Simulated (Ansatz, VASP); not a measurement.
# Two plane-wave programs on MgO

```xyz
8
Lattice="3.2805 0.0000 0.0000 -1.6403 2.8410 0.0000 0.0000 0.0000 11.0746" Properties=species:S:1:pos:R:3 pbc="T T T"
Mg    0.0000    1.8940   10.7367
Mg    0.0000    0.0000    2.4455
Mg    0.0000    0.0000    7.9828
Mg    1.6403    0.9470    5.1994
O     0.0000    1.8940    8.6387
O     0.0000    0.0000    5.8656
O     0.0000    0.0000    0.3283
O     1.6403    0.9470    3.1014
```

Alike in both runs: task single point; functional PBE; k mesh 9 × 9 × 2; occupations gaussian, width 0.05 eV; no spin polarisation.

|  | VASP | Ansatz |
| --- | --- | --- |
| version | VASP 6.6.1 | Ansatz 0.2.0 |
| potentials or method | VASP PAW PBE potentials, release 64 (Mg, O) | scalar-relativistic, plane waves, PAW |
| plane-wave cutoff (eV) | 520 | 520 |
| valence electrons in the cell | 32 | 64 |

|  | VASP | Ansatz | Ansatz less VASP |
| --- | --- | --- | --- |
| gap on the k mesh at the Fermi level (eV) | 3.21 | 3.23 | +0.019 |
| least direct gap on the mesh (eV) | 3.21 | 3.23 | +0.019 |
| pressure (GPa) | -5.3 | -4.8 | +0.44 |
| largest component of the traceless stress (GPa) | 5.96 | 5.90 | -0.068 |
| rms of the force components (eV/Å) | 0.149 | 0.148 | -0.0018 |

Atom by atom the forces differ by 0.002 eV/Å (rms over components). With one functional, cell and mesh, what is left measures potentials, basis and numerics. The two sets of potentials don't hold the same shells in valence.

As with any semilocal functional, this PBE gap is likely too small.
